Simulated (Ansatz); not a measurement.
HgTe:

```
CELL_PARAMETERS angstrom
-3.04560 3.04560 1.55941
3.04560 -3.04560 1.55941
3.04560 3.04560 -1.55941
ATOMIC_POSITIONS crystal
Hg 0.75000 0.25000 0.50000
Te 0.00000 0.00000 0.00000
```

Measurements of this composition are mostly on another form, of space group No. 216.

- Program: Ansatz 0.2.0
- Task: relaxation of cell and atoms
- Functional: HSE06
- Potentials or basis: Ansatz PAW
- Cutoff: 420 eV (not typed: the program's choice for these potentials)
- k mesh: 5 × 5 × 5
- Occupations: fermi-dirac, width 0.05 eV
- Spin: no spin polarisation

At the start: volume 28.93 Å³/atom.

Problem. How do energy, volume and symmetry change on relaxing?

Solution. It ends after 9 steps and the volume is 27.95 Å³/atom (-3.4 %); space group I-4m2 (No. 119, to 0.05 Å).

The path:
```csv
step,energy change (eV),largest force (eV/Å),volume (Å³)
1,0.0000,0.0000,57.86
2,-0.0880,0.0000,55.30
3,-0.2005,0.0000,55.71
4,-0.2221,0.0000,55.70
5,-0.2252,0.0000,55.75
6,-0.2252,0.0000,55.89
7,-0.2249,0.0000,55.89
8,-0.2249,0.0000,55.90
9,-0.2249,0.0000,55.90
```

Final structure:
```
CELL_PARAMETERS angstrom
-2.84488 2.84488 1.72682
2.84488 -2.84488 1.72682
2.84488 2.84488 -1.72682
ATOMIC_POSITIONS crystal
Hg 0.75000 0.25000 0.50000
Te 0.00000 0.00000 0.00000
```

Caveat: the k mesh is coarse (spacing up to 0.45 Å⁻¹), so the values aren't converged, least of all with exact exchange; the plane-wave basis is chosen anew once the cell has moved, so the energies of steps on either side of that aren't comparable; the PAW data sets come from PBE, with cores solved anew for the run's functional, which leaves a small shift of forces and pressure.
